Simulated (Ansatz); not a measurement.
## LiCl: stable or not

The structure comes from a generated guess, relaxed at this level; another structure or a mixture of phases may lie lower.

All numbers below come from DFT PBE, scalar-relativistic, plane waves, PAW (Ansatz). Cutoff 420 eV, Γ-centred 6×6×6 mesh (6-atom cell), Gaussian smearing of 0.02 eV, no spin polarisation.

```
Li Cl
1.0
     5.40186    3.11877    1.23649
    -5.40186    3.11877    1.23649
     0.00000   -6.23753    1.23649
Li Cl
3 3
Cartesian
  3.3095 -1.9107 2.2068
  -3.3095 -1.9107 2.2068
  0.0000 3.8215 2.2068
  0.0000 -3.9697 1.5027
  3.4379 1.9849 1.5027
  -3.4379 1.9849 1.5027
```

The zero of energy is the elements' standard structures at the same level (Cl₂ as a molecule); no fitted shifts are applied.

Question: These tests were run: energy against the elements; random kick, then relaxation without symmetry; phonons on a 2×2×2 q mesh. What do they show?

Answer:

| test | result |
| --- | --- |
| energy against the elements | −1.835 eV/atom |
| random kick, then relaxation without symmetry | returns |
| phonons on a 2×2×2 q mesh | no imaginary mode on the mesh |

It fails none of these tests. Other phases of the system weren't compared here, so this isn't yet thermodynamic stability.

The kick test ran on a coarse mesh. The run for the phonons used a 6×6×6 k mesh. Another cell of LiCl relaxed alike, in P4_2/mnm, lies 36 meV/atom lower, so this cell isn't the stable form at this level.
